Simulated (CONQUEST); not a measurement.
The system is V.

```xyz
2
Lattice="3.0287 0.0000 0.0000 0.0000 3.0287 0.0000 0.0000 0.0000 3.0287" Properties=species:S:1:pos:R:3 pbc="T T T"
V     0.0000    0.0000    0.0000
V     1.5144    1.5144    1.5144
```

- Program: CONQUEST 1.3
- Task: single point
- Functional: PBE
- Potentials or basis: PseudoDojo NC PBE, DZP, grid cutoff 150 Ha
- k mesh: 9 × 9 × 9
- Occupations: fermi-dirac, width 0.05 eV
- Spin: collinear spin, ferromagnetic start
- Starting moments: [2.0, 2.0] μB

On this cell: pressure -4.2 GPa; largest force zero by symmetry; net moment 0.00 μB per cell; band gap on the k mesh none (metal or under the smearing width).

The same run follows on a disturbed copy (atoms of the box moved at random, drawn with an rms of 0.05 Å):

```
V
1.0
     3.02870    0.00000    0.00000
     0.00000    3.02870    0.00000
     0.00000    0.00000    3.02870
V
2
Direct
  0.99717 0.00054 0.00687
  0.50297 0.49525 0.51532
```

Question: What changes?

Answer: The energy (extrapolated to zero smearing) moves by +3.2 meV/atom; pressure -3.6 GPa; largest force 0.270 eV/Å; net moment 0.00 μB per cell; band gap on the k mesh none (metal or under the smearing width).

Forces on the atoms (eV/Å):
```
V    0.143 -0.116  0.143
V   -0.142  0.142 -0.180
```

Stress tensor (GPa, compression positive):
```
-3.80 -0.02 -0.04
-0.02 -3.77  0.03
-0.04  0.03 -3.38
```

The forces don't sum to zero, so they hold noise of the program's grid.

Caveats: the basis of atomic orbitals isn't converged, which shifts pressures, moduli and gaps; the box holds several primitive cells, so bands are folded and the points are those of the box's own zone (some runs).
